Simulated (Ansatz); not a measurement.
Runs of Ansatz 0.2.0 on TePb. The structure is cubic, space group Pm-3m (No. 221). Conventional cell: a = 4.002 Å, b = 4.002 Å, c = 4.002 Å, α = 90.00°, β = 90.00°, γ = 90.00°. Pb (site symmetry m-3m) has 8 Te at 3.47 Å as nearest neighbours. Around Te (site symmetry m-3m) lie 8 Pb at 3.47 Å. Measurements of this composition are mostly on another form, of space group No. 225.

```csv
task,level,potentials or basis,spin,cell,k mesh,cutoff (eV),smearing,basis error allowed,mesh quality,gap on the mesh (eV),pressure (GPa),relaxed volume (Å³/atom)
relaxation of cell and atoms,revPBE+D4,"all-electron LAPW, scalar-relativistic",off,relaxed,7 × 7 × 7,-,fermi-dirac 0.05 eV,0.001 eV/atom,not flagged,-,0.0,32.44
single point,PBE,"all-electron LAPW, scalar-relativistic",off,as given,7 × 7 × 7,147,gaussian 0.021 eV,0.001 eV/atom,not flagged,none,0.1,-
single point,PBE,"all-electron LAPW, scalar-relativistic",off,as given,7 × 7 × 7,147,gaussian 0.029 eV,0.001 eV/atom,not flagged,none,0.1,-
single point,RPBE,"all-electron LAPW, scalar-relativistic",off,as given,7 × 7 × 7,147,gaussian 0.05 eV,0.001 eV/atom,not flagged,none,(a),-
single point,PBE,"all-electron LAPW, scalar-relativistic",off,as given,4 × 4 × 4,122,fermi-dirac 0.06 eV,0.004 eV/atom,coarse,none,(b),-
single point,PBE,"all-electron LAPW, scalar-relativistic",off,as given,7 × 7 × 7,147,gaussian 0.025 eV,0.001 eV/atom,not flagged,none,0.1,-
single point,PBE,"all-electron LAPW, scalar-relativistic",off,as given,7 × 7 × 7,147,gaussian 0.018 eV,0.001 eV/atom,not flagged,none,0.1,-
relaxation of cell and atoms,PBEsol,"all-electron LAPW, scalar-relativistic",off,relaxed,7 × 7 × 7,-,fermi-dirac 0.05 eV,0.001 eV/atom,not flagged,-,0.0,29.99
single point,PBE,"all-electron LAPW, scalar-relativistic",off,as given,7 × 7 × 7,147,gaussian 0.019 eV,0.001 eV/atom,not flagged,none,0.1,-
band structure,PBEsol,"all-electron LAPW, relativistic spinors","SOC, no magnetisation",as given,5 × 5 × 5,147,fermi-dirac 0.05 eV,0.001 eV/atom,coarse,-,-2.6,-
elastic constants,LDA,"all-electron LAPW, scalar-relativistic",off,as given,5 × 5 × 5,161,fermi-dirac 0.05 eV,0.001 eV/atom,coarse,none,-4.3,-
single point,PBE,"all-electron LAPW, scalar-relativistic",off,as given,7 × 7 × 7,147,gaussian 0.023 eV,0.001 eV/atom,not flagged,none,0.1,-
```

**Question.** Estimate the missing entries.

**Answer.** (a) 1.6; (b) 0.5.

Caveats: some runs use coarse meshes; the k mesh is thin for a metal, which can move the energy by tens of meV per atom (some runs); a metal's response needs a denser mesh (some runs); the cell is more than 3 GPa from zero pressure, which shifts response properties (some runs); the elastic tensor has a negative eigenvalue, so either the cell is unstable as it stands or the mesh is too thin (some runs).

A k mesh can miss the band edges, and rows without SOC leave out spin-orbit coupling on Pb, Te.

A gap of «none» marks a metal or a gap under the smearing width.
